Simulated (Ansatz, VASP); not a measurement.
Given: the input of a run of Ansatz 0.2.0 on ZnO (zincite).

The input input.yaml:

```yaml
crystal:
  lattice:
    - [3.2920669561, 0.0, 0.0]
    - [-1.6460334781, 2.8510136149, 0.0]
    - [0.0, 0.0, 5.2742130269]
  atoms:
    - { symbol: Zn, position: [0.6666666667, 0.3333333333, 0.0] }
    - { symbol: Zn, position: [0.3333333333, 0.6666666667, 0.5] }
    - { symbol: O, position: [0.3333333333, 0.6666666667, 0.87901] }
    - { symbol: O, position: [0.6666666667, 0.3333333333, 0.37901] }
kpoints:
  mp_grid: { grid: [9, 9, 5] }
scf:
  occupations: { method: fermi_dirac, width: 0.05 }
hamiltonian:
  xc: pbe
  pseudopotentials: { kind: all_electron, lapw: { basis_error: 0.001 } }
output:
  forces: true
  stress: true
  eigenvalues: true
```

Potentials or basis: all-electron LAPW, scalar-relativistic.

Command:

```console
$ ansatz run input.yaml --threads 2 --pin off --max-ram 6144MiB --backend cpu --events-out ev --progress --plain --runs-dir out
```

Q: Translate it to VASP 6.6.1. Potentials there: VASP PAW PBE potentials, release 64 (Zn, O).

A: As run (the cutoff follows the program's own potentials):

The input INCAR:

```
SYSTEM = ZnO
  ALGO = Normal
  EDIFF = 1E-6
  ENCUT = 520
  GGA = PE
  ISIF = 2
  ISMEAR = -1
  LASPH = .TRUE.
  LCHARG = .FALSE.
  LREAL = .FALSE.
  LWAVE = .FALSE.
  NBANDS = 26
  NELM = 60
  PREC = Accurate
  SIGMA = 0.05
```

The input KPOINTS:

```
k-points
0
G
  9 9 5
  0 0 0
```

Contents of POSCAR:

```
ZnO
1.0
    3.2920669561      0.0000000000      0.0000000000
   -1.6460334781      2.8510136149      0.0000000000
    0.0000000000      0.0000000000      5.2742130269
Zn O
2 2
Direct
    0.6666666667      0.3333333333      0.0000000000
    0.3333333333      0.6666666667      0.5000000000
    0.3333333333      0.6666666667      0.8790100000
    0.6666666667      0.3333333333      0.3790100000
```

Potentials or basis: VASP PAW PBE potentials, release 64 (Zn, O).

The run is started by

```sh
$ cat potpaw_PBE.64/Zn/POTCAR potpaw_PBE.64/O/POTCAR > POTCAR
$ mpirun -np 1 vasp_std > vasp.out
```

Both were run:

|  | VASP | Ansatz | Ansatz less VASP |
| --- | --- | --- | --- |
| gap on the k mesh at the Fermi level (eV) | 0.73 | 0.76 | +0.030 |
| least direct gap on the mesh (eV) | 0.73 | 0.76 | +0.030 |
| pressure (GPa) | 0.4 | -0.6 | -0.96 |
| largest component of the traceless stress (GPa) | 1.05 | 1.00 | -0.049 |
| rms of the force components (eV/Å) | 0.035 | 0.032 | -0.0024 |

Atom by atom the forces differ by 0.002 eV/Å (rms over components). Ansatz ran all-electron here, so the differences hold the error of VASP's frozen core and of both bases.
